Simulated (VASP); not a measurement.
# MgS: optical spectrum of independent particles, by functional

MgS, F-43m (no. 216), 2 atoms in the cell.

| Functional | ε at zero frequency, electronic | Mean energy of the absorption, weighted by Im ε (eV) | Refractive index at 633 nm | Refractive index at 1064 nm | Direct gap on the mesh (eV) | Time (s) |
|---|---|---|---|---|---|---|
| PBE | 4.44 | 7.42 | 2.19 | 2.13 | 3.45 | 2.9 |
| LDA | 4.67 | 7.21 | 2.25 | 2.19 | 3.18 | 2.3 |
| PBEsol | 4.57 | 7.30 | 2.23 | 2.17 | 3.28 | 2.9 |
| r2SCAN | 4.01 | 8.01 | 2.06 | 2.02 | 4.12 | 16 |
| TB-mBJ | 3.49 | 8.60 | 1.91 | 1.88 | 5.04 | 24 |
| SCAN | 4.01 | 8.01 | 2.06 | 2.02 | 4.10 | 16 |

Limits: The pull between electron and hole is left out; rows 1, 2, 3, 4, 6: the onset follows the functional's gap, which semilocal functionals usually make too small.

## Input of the first row

INCAR:
```
PREC = Accurate ; ENCUT = 300
ISMEAR = 0 ; SIGMA = 0.02
EDIFF = 1E-7 ; LASPH = True
KPAR = 4 ; LWAVE = True
LCHARG = False ; LOPTICS = True
ALGO = Normal ; NBANDS = 20
NEDOS = 2000 ; CSHIFT = 0.1
GGA = PE
```

KPOINTS:
```
k-points
0
Gamma
  10 10 10
```

POSCAR:
```
MgS
1.0
    0.0000000000      2.8331200468      2.8331200468
    2.8331200468      0.0000000000      2.8331200468
    2.8331200468      2.8331200468      0.0000000000
S Mg
1 1
Direct
    0.2500000000      0.2500000000      0.2500000000
    0.0000000000      0.0000000000      0.0000000000
```

Commands:
```
cat potpaw_PBE.64/S/POTCAR potpaw_PBE.64/Mg/POTCAR > POTCAR
mpirun -np 4 vasp_std > vasp.out
```

Changes of the last row against the first:
```
- GGA = PE
+ METAGGA = SCAN
+ LMIXTAU = True
```

VASP 6.6.1 took 2.9 s on 4 cores (Intel Xeon 6975P-C (Granite Rapids)), a shared host.
